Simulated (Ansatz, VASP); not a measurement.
This is a calculation of TePb for VASP 6.6.1. 

The input INCAR:

```
PREC = Accurate
ENCUT = 600
EDIFF = 1E-6
ISMEAR = -1
SIGMA = 0.05
LREAL = False
LASPH = True
NELM = 80
ALGO = Normal
ISIF = 3
LWAVE = False
LCHARG = False
GGA = RE
IVDW = 13
IBRION = 2
NSW = 40
EDIFFG = -0.01
```

The input KPOINTS:

```
Automatic mesh
0
Gamma
  7 7 7
```

File POSCAR:

```
TePb
1.0
    0.0000000000      3.2310000000      3.2310000000
    3.2310000000      0.0000000000      3.2310000000
    3.2310000000      3.2310000000      0.0000000000
Pb Te
1 1
Direct
    0.0000000000      0.0000000000      0.0000000000
    0.5000000000      0.5000000000      0.5000000000
```

Potentials or basis: VASP PAW PBE potentials, release 64 (Pb_d, Te).

Command:

```bash
$ cat potpaw_PBE.64/Pb_d/POTCAR potpaw_PBE.64/Te/POTCAR > POTCAR
$ mpirun -np 1 vasp_std > vasp.out
```

Task: Translate it to Ansatz 0.2.0. Potentials or basis there: all-electron LAPW, scalar-relativistic.

Result: As run (cutoffs and basis follow the program's own potentials, and thresholds, step limits or extra output files can differ):

input.yaml

```yaml
crystal:
  lattice:
    - [0.0, 3.231, 3.231]
    - [3.231, 0.0, 3.231]
    - [3.231, 3.231, 0.0]
  atoms:
    - { symbol: Pb, position: [0.0, 0.0, 0.0] }
    - { symbol: Te, position: [0.5, 0.5, 0.5] }
kpoints:
  mp_grid: { grid: [7, 7, 7] }
scf:
  occupations: { method: fermi_dirac, width: 0.05 }
hamiltonian:
  xc: revpbe
  dispersion: d4
  pseudopotentials: { kind: all_electron, lapw: { basis_error: 0.001 } }
output:
  forces: true
  stress: true
relax:
  f_tol: 0.02
  max_steps: 60
  cell: {}
```

Potentials or basis: all-electron LAPW, scalar-relativistic.

The run is started by

```bash
$ ansatz run input.yaml --threads 1 --pin off --max-ram 3072MiB --backend cpu --events-out ev --progress --plain --runs-dir out
```

Both were run:

|  | VASP | Ansatz |
| --- | --- | --- |
| Relaxed volume | 33.88 Å³/atom | 33.93 Å³/atom |
| Relaxed cell | a = 4.576 Å, b = 4.576 Å, c = 4.576 Å, α = 60.00°, β = 60.00°, γ = 60.00° | a = 4.578 Å, b = 4.578 Å, c = 4.578 Å, α = 60.00°, β = 60.00°, γ = 60.00° |
| Space group after relaxing | Fm-3m (No. 225) | Fm-3m (No. 225) |
| Pressure after relaxing | 0.0 GPa | 0.0 GPa |

VASP's potentials were made for PBE.

Where Ansatz's input types no cutoff or centring, it takes its own default and a Γ-centred mesh.

Pressure is positive in compression.
